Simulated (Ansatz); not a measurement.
**PbSe (Clausthalite): band structure with revPBE**

**Experimental background.**

A printed reference work, monograph reports, for a bulk crystal of PbSe at 300 K: band gap 0.28 eV (direct).

Crystal: PbSe (Clausthalite).

```
Pb Se
1.0
     0.00000    3.06065    3.06065
     3.06065    0.00000    3.06065
     3.06065    3.06065    0.00000
Pb Se
1 1
Direct
  0.00000 0.00000 0.00000
  0.50000 0.50000 0.50000
```

- Program: Ansatz 0.2.0
- Task: band structure
- Functional: revPBE
- Potentials or basis: Ansatz PAW
- Cutoff: 420 eV (not typed: the program's choice for these potentials)
- k mesh: 8 × 8 × 8
- Occupations: fermi-dirac, width 0.05 eV
- Spin: no spin polarisation
- Path: [["G", "X", "W", "K", "G", "L", "U", "W", "L", "K"], ["U", "X"]]
- Points for each segment of the path: 14

```json
{
  "Pressure": "3.7 GPa",
  "Band gap on the k mesh": "0.35 eV, direct",
  "Band gap along the path": "0.35 eV, direct"
}
```

Levels at the corners of the path, in eV from the valence-band top:
| point | band 11 | band 12 | band 13 | band 14 | band 15 | band 16 | band 17 | band 18 | band 19 | band 20 |
| --- | --- | --- | --- | --- | --- | --- | --- | --- | --- | --- |
| Γ | -13.59 | -6.27 | -1.90 | -1.90 | -1.90 | 4.74 | 4.74 | 4.74 | 6.54 | 6.54 |
| X | -12.16 | -7.36 | -4.97 | -3.24 | -3.24 | 3.75 | 5.64 | 5.64 | 6.08 | 11.31 |
| W | -12.13 | -8.00 | -4.23 | -4.23 | -0.81 | 1.92 | 4.98 | 4.98 | 7.76 | 7.76 |
| K | -12.17 | -8.02 | -4.57 | -2.74 | -2.39 | 3.42 | 4.03 | 5.47 | 5.87 | 10.12 |
| Γ | -13.59 | -6.27 | -1.90 | -1.90 | -1.90 | 4.74 | 4.74 | 4.74 | 6.54 | 6.54 |
| L | -12.52 | -8.78 | -1.49 | -1.49 | 0.00 | 0.35 | 1.72 | 1.72 | 8.63 | 10.17 |
| U | -12.17 | -8.02 | -4.57 | -2.74 | -2.39 | 3.42 | 4.03 | 5.47 | 5.87 | 10.12 |
| W | -12.13 | -8.00 | -4.23 | -4.23 | -0.81 | 1.92 | 4.98 | 4.98 | 7.76 | 7.76 |
| L | -12.52 | -8.78 | -1.49 | -1.49 | 0.00 | 0.35 | 1.72 | 1.72 | 8.63 | 10.17 |
| K | -12.17 | -8.02 | -4.57 | -2.74 | -2.39 | 3.42 | 4.03 | 5.47 | 5.87 | 10.12 |
| U | -12.17 | -8.02 | -4.57 | -2.74 | -2.39 | 3.42 | 4.03 | 5.47 | 5.87 | 10.12 |
| X | -12.16 | -7.36 | -4.97 | -3.24 | -3.24 | 3.75 | 5.64 | 5.64 | 6.08 | 11.31 |

It took 2.5 s on 2 threads of Arm Neoverse V2, on a shared host, peak memory 0.36 GiB.

A measured gap of PbSe is 0.28 eV (direct; 300 K; a printed reference work, monograph); the calculated 0.35 eV misses it by +0.07 eV. 2 values of this kind are on record (0.15 to 0.28 eV); this one was drawn at random. Spin-orbit coupling on Pb, Se is left out. The value is that of revPBE, without temperature or zero-point motion.

Caveat: spin-orbit coupling is left out, which as a rule narrows the gap of such compounds by several tenths of an eV; the PAW data sets come from PBE, with cores solved anew for the run's functional, which leaves a small shift of forces and pressure.
